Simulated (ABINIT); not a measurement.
HfC:

```xyz
2
Lattice="0.0000 2.3250 2.3250 2.3250 0.0000 2.3250 2.3250 2.3250 0.0000" Properties=species:S:1:pos:R:3 pbc="T T T"
Hf    2.3250    2.3250    2.3250
C     0.0000    0.0000    0.0000
```

Base run:

| Quantity | Value |
| --- | --- |
| Program | ABINIT 10.8.3 (patched build) |
| Functional | BLYP |
| Potentials or basis | JTH PAW PBE v2.0 |
| Cutoff | 544 eV |
| k mesh | 10 × 10 × 10 |
| Occupations | fermi-dirac, width 0.05 eV |
| Spin | no spin polarisation |

Its results: band gap on the k mesh none (metal or under the smearing width); pressure 7.4 GPa.

Problem. After a change of settings the same cell gave: band gap on the k mesh none (metal or under the smearing width); pressure -1.3 GPa. Which change was it?
A. functional from BLYP to PBE; k mesh from 10 × 10 × 10 to 4 × 4 × 4
B. functional from BLYP to PBE; potentials or basis from JTH PAW PBE v2.0 to PseudoDojo NC SR PBE v0.5 standard; cutoff from 544 eV to 1116 eV
C. functional from BLYP to SCAN; cutoff from 544 eV to 653 eV; fine-grid cutoff from 1088.46 eV to 1251.72 eV
D. functional from BLYP to LDA; potentials or basis from JTH PAW PBE v2.0 to JTH PAW LDA v2.0

Solution. A.

Caveats: some runs use coarse meshes; the PAW data sets were made with another functional, which shifts forces and pressure a little (some runs); spin-orbit coupling is left out, which moves the levels of the heavy elements (some runs).
